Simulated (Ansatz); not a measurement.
**Relativity along a family in space group Im-3m**

All-electron LAPW with PBE in Ansatz 0.2.0. Each compound is solved scalar-relativistically and non-relativistic at one fixed cell (conventional cell and sites; prototypes and MP cells are computed structures that needn't be known phases). Gaps are the smallest over the k mesh and a high-symmetry path, and those under 0.4 eV may close elsewhere:

K: a = 5.24 Å, b = 5.24 Å, c = 5.24 Å; K 2a (0.000 0.000 0.000); 10×10×10 mesh, smearing 0.08 eV, COD 9011006, measured
Ca: a = 4.48 Å, b = 4.48 Å, c = 4.48 Å; Ca 2a (0.000 0.000 0.000); 10×10×10 mesh, smearing 0.05 eV, COD 9011034, measured, may be off
Mo: a = 3.14 Å, b = 3.14 Å, c = 3.14 Å; Mo 2a (0.000 0.000 0.000); 16×16×16 mesh, smearing 0.05 eV, COD 9011605, reported, may be off
Cs: a = 6.04 Å, b = 6.04 Å, c = 6.04 Å; Cs 2a (0.000 0.000 0.000); 9×9×9 mesh, smearing 0.05 eV, COD 9011010, measured

```json
{"compound": "K", "largest Z": "19", "P scalar (GPa)": "0.1", "P non-relativistic less P scalar (GPa)": "+0.03", "gap scalar (eV)": "none", "gap non-relativistic (eV)": "none"}
{"compound": "Ca", "largest Z": "20", "P scalar (GPa)": "-1.0", "P non-relativistic less P scalar (GPa)": "0.00", "gap scalar (eV)": "none", "gap non-relativistic (eV)": "none"}
{"compound": "Mo", "largest Z": "42", "P scalar (GPa)": "4.6", "P non-relativistic less P scalar (GPa)": "?", "gap scalar (eV)": "none", "gap non-relativistic (eV)": "none"}
{"compound": "Cs", "largest Z": "55", "P scalar (GPa)": "0.1", "P non-relativistic less P scalar (GPa)": "+0.13", "gap scalar (eV)": "none", "gap non-relativistic (eV)": "none"}
```

Question: Fill in "P non-relativistic less P scalar (GPa)" for the row "Mo".

Answer: +3.34.
